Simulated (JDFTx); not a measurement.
The system is Al.

```
Al
1.0
     0.00000    2.02481    2.02481
     2.02481    0.00000    2.02481
     2.02481    2.02481    0.00000
Al
1
Direct
  0.00000 0.00000 0.00000
```

| Property | Result |
| --- | --- |
| Program | JDFTx 1.7.0 (patched build) |
| Task | relaxation of cell and atoms |
| Functional | AM05 |
| Potentials or basis | SG15-PBE-1.2 with smoothed tails |
| Cutoff | 1088 eV |
| Density cutoff | 4354 eV |
| k mesh | 7 × 7 × 7 |
| Occupations | fermi-dirac, width 0.05 eV |
| Spin | no spin polarisation |

At the start: pressure -2.4 GPa; volume 16.60 Å³/atom.

Problem. Where does the relaxation end?

Solution. Over 5 steps the energy falls by 3.8 meV/atom and the volume is 16.10 Å³/atom (-3.0 %); space group Fm-3m (No. 225, to 0.05 Å).

The path:
```
step  energy change (eV)  largest force (eV/Å)  pressure (GPa)  volume (Å³)
   1              0.0000                0.0000           -2.41        16.60
   2             -0.0008                0.0000           -2.13        16.54
   3             -0.0038                0.0000           -0.12        16.13
   4             -0.0038                0.0000           -0.01        16.10
   5             -0.0038                0.0000            0.00        16.10
```

Final structure:
```yaml
crystal:
  lattice:
    - [0.00000, 2.00429, 2.00429]
    - [2.00429, 0.00000, 2.00429]
    - [2.00429, 2.00429, 0.00000]
  atoms:
    - { symbol: Al, position: [0.00000, 0.00000, 0.00000] }
```

Caveat: the k mesh is coarse (spacing up to 0.38 Å⁻¹), so the values aren't converged; the potentials were made for another functional, which shifts forces and pressure.
